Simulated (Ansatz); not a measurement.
# As2Pt (Sperrylite): the cost of one run

Program: Ansatz 0.2.0. Level of theory: DFT PBEsol, scalar-relativistic, plane waves, PAW. These are calculated values, not measurements.

1 further run of the same task is left out (set aside as unsound or not needed).

**1. The starting structure**

The structure is cubic, space group Pa-3 (No. 205). The conventional cell has a = 6.058 Å, b = 6.058 Å, c = 6.058 Å, α = 90.00°, β = 90.00°, γ = 90.00°. Around As (site symmetry 3) lie 1 As at 2.45 Å and 3 Pt at 2.53 Å. Around Pt (site symmetry -3) lie 6 As at 2.53 Å.

As a file:

```cif
data_structure
_symmetry_space_group_name_H-M 'Pa-3'
_symmetry_Int_Tables_number 205
_cell_length_a 6.0579
_cell_length_b 6.0579
_cell_length_c 6.0579
_cell_angle_alpha 90.000
_cell_angle_beta 90.000
_cell_angle_gamma 90.000
_cell_volume 222.32
loop_
_atom_site_label
_atom_site_type_symbol
_atom_site_symmetry_multiplicity
_atom_site_Wyckoff_symbol
_atom_site_fract_x
_atom_site_fract_y
_atom_site_fract_z
_atom_site_occupancy
As1 As 8 c 0.38346 0.38346 0.38346 1
Pt1 Pt 4 a 0.00000 0.00000 0.00000 1
```

This cell was relaxed beforehand with the same method: volume 18.53 Å³/atom, gap on the mesh 0.12 eV.

**2. Relaxing with PBEsol**

The input, input.yaml:

```yaml
crystal:
  lattice:
    - [6.0579236455, 0.0, 0.0]
    - [0.0, 6.0579236455, 0.0]
    - [0.0, 0.0, 6.0579236455]
  atoms:
    - { symbol: As, position: [0.3834645236, 0.3834645236, 0.3834645236] }
    - { symbol: As, position: [0.1165354764, 0.6165354764, 0.8834645236] }
    - { symbol: As, position: [0.8834645236, 0.1165354764, 0.6165354764] }
    - { symbol: As, position: [0.6165354764, 0.8834645236, 0.1165354764] }
    - { symbol: As, position: [0.6165354764, 0.6165354764, 0.6165354764] }
    - { symbol: As, position: [0.8834645236, 0.3834645236, 0.1165354764] }
    - { symbol: As, position: [0.1165354764, 0.8834645236, 0.3834645236] }
    - { symbol: As, position: [0.3834645236, 0.1165354764, 0.8834645236] }
    - { symbol: Pt, position: [0.0, 0.0, 0.0] }
    - { symbol: Pt, position: [0.5, 0.0, 0.5] }
    - { symbol: Pt, position: [0.5, 0.5, 0.0] }
    - { symbol: Pt, position: [0.0, 0.5, 0.5] }
basis:
  ecutwfc: 420
kpoints:
  mp_grid: { grid: [6, 6, 6] }
hamiltonian:
  xc: pbesol
scf:
  occupations: { method: gaussian, width: 0.02 }
output:
  forces: true
  stress: true
  eigenvalues: true
relax:
  adjacent_minimum: "off"
  f_tol: 0.005
  max_steps: 50
  cell: { stress_tol: 0.05 }
```

Command:

```sh
> ansatz run input.yaml --threads 4 --pin off --max-ram 10240MiB --backend cpu --events-out ev --progress --plain --runs-dir out
```

Q: Estimate wall time and peak memory on 4 threads of Arm Neoverse V2, shared host.

About 47 s, with a peak of 1.1 GiB.
